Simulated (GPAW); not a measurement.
BaZrO3:

```
Ba Zr O
1.0
     4.19134    0.00000    0.00000
     0.00000    4.19134    0.00000
     0.00000    0.00000    4.19134
Ba Zr O
1 1 3
Direct
  0.00000 0.00000 0.00000
  0.50000 0.50000 0.50000
  0.50000 0.50000 0.00000
  0.50000 0.00000 0.50000
  0.00000 0.50000 0.50000
```

Base run:

* Program: GPAW 26.7.0
* Functional: PBEsol
* Potentials or basis: PAW data sets generated in the run's folder for this functional
* Cutoff: 800 eV
* Basis: pw
* k mesh: 6 × 6 × 6
* Occupations: fermi-dirac, width 0.05 eV
* Spin: no spin polarisation

Its results: band gap on the k mesh 3.11 eV, indirect (least direct gap 3.33 eV).

The run is repeated on the same cell with these changes: functional from PBEsol to TB-mBJ; potentials or basis from PAW data sets generated in the run's folder for this functional to GPAW PAW data sets for LDA (gpaw-data 1.2.1). What comes out?

Band gap on the k mesh 4.15 eV, indirect (least direct gap 4.44 eV).

Caveats: spin-orbit coupling is left out, which moves the levels of the heavy elements; a model potential gives levels but no total energy (some runs).
